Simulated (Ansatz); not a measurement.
AgCl and the effect of the Hubbard U on Ag d

Space group Fm-3m (No. 225). a = 5.470 Å, b = 5.470 Å, c = 5.470 Å, α = 90.00°, β = 90.00°, γ = 90.00°
```tsv
atom	site	symmetry	x	y	z
Ag	4a	m-3m	0.0000	0.0000	0.0000
Cl	4b	m-3m	0.5000	0.0000	0.0000
```

Kept alike: task projected density of states; functional PBEsol; k mesh 8 × 8 × 8; occupations fermi-dirac, width 0.05 eV; no spin polarisation. Program: Ansatz, Ansatz PAW, cutoff 420 eV. The mesh is that of the run's cell of 2 atoms. No spin-orbit coupling.

| Hubbard U on Ag d, U (eV) | band gap (eV) | pressure (GPa) |
| --- | --- | --- |
| 0 | 0.725 | -0.68 |
| 1 | 0.946 | -0.43 |
| 2 | 1.145 | -0.20 |
| 3 | 1.323 | 0.01 |
| 4 | 1.480 | 0.22 |
| 5 | 1.618 | 0.41 |
| 6 | 1.740 | 0.59 |
| 8 | 1.940 | 0.93 |

Pressure is positive in compression, with a Pulay correction for the finite cutoff. U acts here on a shell without spin polarisation. How U acts hangs on the program's projectors. A gap read on the mesh alone can miss an edge between its points. All rows use potentials made for PBE. U is the effective U - J on orthogonalised atomic projectors. Double counting: fully localised limit (the default).

The band gap rises from 0.725 to 1.940 eV between 0 and 8 eV. U pushes filled shell states down and empty ones up. The mean slope is +0.15 eV per eV of U. Measured: 3.249 eV (a printed reference work); nearest 8, 1.309 eV off. Semilocal gaps fall short of quasiparticle gaps. The pressure rises from -0.68 to 0.93 GPa between 0 and 8 eV. U localises the shell and weakens its bonds, so the cell pushes outwards.
